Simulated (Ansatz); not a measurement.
Space group I4/mmm (No. 139). a = 3.845 Å, b = 3.845 Å, c = 8.623 Å, α = 90.00°, β = 90.00°, γ = 90.00°
```csv
atom,site,symmetry,x,y,z
Ti,2a,4/mmm,0.0000,0.0000,0.0000
Al,2b,4/mmm,0.5000,0.5000,0.0000
Al,4d,-4m2,0.0000,0.5000,0.2500
```

Equation of state of this TiAl$_{3}$ structure (not necessarily the ground state), with shape and atoms relaxed at each volume where symmetry leaves them free. It has no gap at any of these volumes. These are results of Ansatz 0.2.0, DFT PBE, scalar-relativistic, plane waves, PAW, not measurements.

Settings: cutoff 420 eV, Γ-centred mesh 16×16×16 on the computed 4-atom cell, Gaussian smearing of 0.10 eV; no spin polarisation.

```
V (Å³/atom) E − E(largest V) (meV/atom) P (GPa)
     14.025                        48.65    17.47
     14.503                         4.85    12.04
     14.982                       -23.96     7.40
     15.460                       -39.90     3.41
     15.938                       -44.81    -0.01
     16.416                       -40.24    -2.95
     16.894                       -27.57    -5.47
     17.532                         0.00    -8.27
```

Fit a third-order Birch–Murnaghan equation to E(V).

V0 = 15.93 Å³/atom, B0 = 106 GPa, B0' = 4.1.